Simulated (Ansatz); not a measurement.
# GaN: relaxed-ion elastic tensor

Theory: DFT PBE, scalar-relativistic, plane waves, PAW in Ansatz 0.2.0. Cutoff 420 eV, 6×6×8 k-points (Γ-centred), fixed occupations. No spin polarisation.

The cell, relaxed at this level:
```xyz
8
Lattice="5.5350 0.0000 0.0000 0.0000 5.5350 0.0000 0.0000 0.0000 3.2141" Properties=species:S:1:pos:R:3 pbc="T T T"
Ga    3.7606    3.7606    0.0000
Ga    0.9931    4.5419    1.6070
Ga    4.5419    0.9931    1.6070
Ga    1.7744    1.7744    0.0000
N     4.5265    4.5265    1.6070
N     1.0085    1.0085    1.6070
N     3.7760    1.7590    0.0000
N     1.7590    3.7760    0.0000
```

The cell was found from a structure generator's guess, not taken from experiment.

Question: Give the relaxed-ion elastic constants (GPa, Voigt order xx yy zz yz xz xy, on the Cartesian axes of the cell above).

Answer:
```
249.6 107.2 101.9   0.0   0.0   0.0
107.2 249.6 101.9   0.0   0.0   0.0
101.9 101.9 346.1   0.0   0.0   0.0
  0.0   0.0   0.0  83.4   0.0   0.0
  0.0   0.0   0.0   0.0  83.4   0.0
  0.0   0.0   0.0   0.0   0.0  93.8
```

Question: Is the crystal stable against homogeneous strain?

Answer: Yes: the least eigenvalue of the tensor is 83.4 GPa.

Question: And the moduli of a polycrystal (Hill averages)?

Answer: B = 162 GPa, G = 87 GPa, E = 221 GPa, ν = 0.27.
